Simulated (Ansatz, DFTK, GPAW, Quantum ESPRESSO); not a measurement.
# One calculation of Ta, 6 ways

```xyz
1
Lattice="-1.6513 1.6513 1.6513 1.6513 -1.6513 1.6513 1.6513 1.6513 -1.6513" Properties=species:S:1:pos:R:3 pbc="T T T"
Ta    0.0000    0.0000    0.0000
```

Alike in all runs: task band structure; functional PBEsol; k mesh 11 × 11 × 11; occupations fermi-dirac, width 0.05 eV; no spin polarisation; no spin-orbit coupling. Pressure is positive in compression and, in plane waves, holds the error of the finite cutoff, which Ansatz's Pulay term estimates and takes out.

| program and potentials | plane-wave cutoff (eV) | notes | pressure (GPa) |
| --- | --- | --- | --- |
| Ansatz, PAW datasets made for the crystal | 240 | - | -4.40 |
| DFTK, SPMS 1.0 (PBE) | 1225 | potentials made for PBE | -3.79 |
| Ansatz, all-electron LAPW, scalar-relativistic | - | - | -4.40 |
| Quantum ESPRESSO, PseudoDojo 0.4.1 SR PBEsol standard | 789 | - | -4.21 |
| GPAW, PAW data sets generated for this functional | 600 | - | -4.04 |
| Quantum ESPRESSO, GBRV 1.5 PBEsol | 762 | - | ? |

Task: Estimate from the other rows what the run with Quantum ESPRESSO, GBRV 1.5 PBEsol gave.

Result: Pressure -4.50 GPa. The other rows, which needn't bracket it: pressure -4.40 to -3.79.
